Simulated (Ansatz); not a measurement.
**Effect of Li on a I site (antisite) on LiI**

Start from a 16-atom supercell of LiI in the rock salt structure (space group Fm-3m, No. 225; a = 6.0190 Å) at its relaxed geometry.

Modification: a neutral Li on a I site (antisite), atoms relaxed at fixed cell, starting from a slightly rattled geometry.

The values are results of PBE/PAW in Ansatz (a program for electronic structure), without spin-orbit coupling, not measurements. Γ-centred 4×4×4 mesh, Fermi–Dirac width 0.01 eV.

```csv
quantity,base,changed,shift
pressure,0.0 GPa,0.2 GPa,+0.2 GPa
largest displacement of a host atom from its site in the perfect cell,–,1.08 Å,–
shift of the substituted atom off its lattice site,–,1.84 Å,–
```

Final structure:

```yaml
crystal:
  lattice:
    - [0.00000, 6.01904, 6.01904]
    - [6.01904, 0.00000, 6.01904]
    - [6.01904, 6.01904, 0.00000]
  atoms:
    - { symbol: Li, position: [0.07193, 0.07362, 0.07262] }
    - { symbol: I, position: [0.98233, 0.98412, 0.47105] }
    - { symbol: I, position: [0.98233, 0.47209, 0.98301] }
    - { symbol: I, position: [0.99114, 0.48328, 0.48234] }
    - { symbol: I, position: [0.47035, 0.98410, 0.98303] }
    - { symbol: I, position: [0.48158, 0.99293, 0.48221] }
    - { symbol: I, position: [0.48156, 0.48334, 0.99178] }
    - { symbol: I, position: [0.49500, 0.49665, 0.49574] }
    - { symbol: Li, position: [0.23339, 0.23530, 0.23413] }
    - { symbol: Li, position: [0.27322, 0.27491, 0.68485] }
    - { symbol: Li, position: [0.27324, 0.68582, 0.27396] }
    - { symbol: Li, position: [0.19777, 0.81861, 0.81744] }
    - { symbol: Li, position: [0.68415, 0.27504, 0.27379] }
    - { symbol: Li, position: [0.81675, 0.19935, 0.81751] }
    - { symbol: Li, position: [0.81691, 0.81845, 0.19844] }
    - { symbol: Li, position: [0.73619, 0.73808, 0.73692] }
```

Other magnetic orders, which the real material may have, were not ruled out. The cell is small, so the values are those of an ordered compound at a high defect concentration; dilute-limit values will differ. Starting moments died away, wholly or in part, for Li on a I site (antisite); another magnetic solution may exist. The defect cell is spin-polarised and ends with 0.0 μB.
